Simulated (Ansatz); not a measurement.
SiC: the change of pressure with volume scale

Results calculated with Ansatz 0.2.0, not measured. Free energy against uniform scaling of the volume at fixed shape and fractions; periodic cell, basis, potentials, k mesh and filling as listed.

The cell before it is scaled or strained (space group P6_3mc, No. 186):
```
CELL_PARAMETERS angstrom
3.08620 0.00000 0.00000
-1.54310 2.67270 0.00000
0.00000 0.00000 5.06480
ATOMIC_POSITIONS crystal
Si 0.33333 0.66667 0.00000
Si 0.66667 0.33333 0.50000
C 0.33333 0.66667 0.38500
C 0.66667 0.33333 0.88500
```

Settings of every row: functional PBEsol; dispersion none; potentials PAW; wave cutoff 462.59 eV; density cutoff 1850.4 eV; k mesh 12x12x4; k shift 0x0x0; occupations fixed; smearing width 0 eV; spin none; SCF threshold exponent -10.

| row | volume scale | V (Å³/atom) | pressure (GPa) | energy above lowest point (meV/atom) |
| --- | --- | --- | --- | --- |
| 1 | 0.9406 | 9.824 | 12.9 | 19.9 |
| 2 | 0.9703 | 10.134 | 4.95 | 2.8 |
| 3 | 1 | 10.444 | ? | ? |
| 4 | 1.0297 | 10.754 | -7.85 | 9.6 |
| 5 | 1.0594 | 11.065 | -12.96 | 29.9 |

Question: what pressure should row 3 give?

Worked fit of pressure. Take u = (V_r/V)^(2/3) − 1 with V_r = 10.444 Å³ an atom, which is twice the finite (Eulerian) strain; such expansions in the strain, on which the Birch-Murnaghan equation of state is built, carry the rest volume and the bulk modulus. The shown rows have u = 0.04164, 0.02029, -0.01931, -0.03777. Least squares give pressure = −1.923 + 322.52 × u + 803.2 × u² GPa; a straight line predicts inner rows, each left out in turn, worse (root mean square 0.73 against 0.0039 GPa). All shown rows lie on it to the printed digit. The pressure vanishes at u = 0.0059, or V = 10.35 Å³ an atom, and there the bulk modulus at fixed shape and fractions is B = −V dP/dV = (2/3)(1 + u) dP/du = 223 GPa. Letting shape and atoms relax would as a rule lower it, by much in layered, chain or molecular crystals. The withheld row has u = 0, so the fit gives −1.923 + 322.52 × (0) + 803.2 × (0)² = -1.92 GPa.

The calculation gave -1.92 GPa. The fit meets it to the printed digit.

The other values of row 3: energy above lowest point 0 meV/atom.
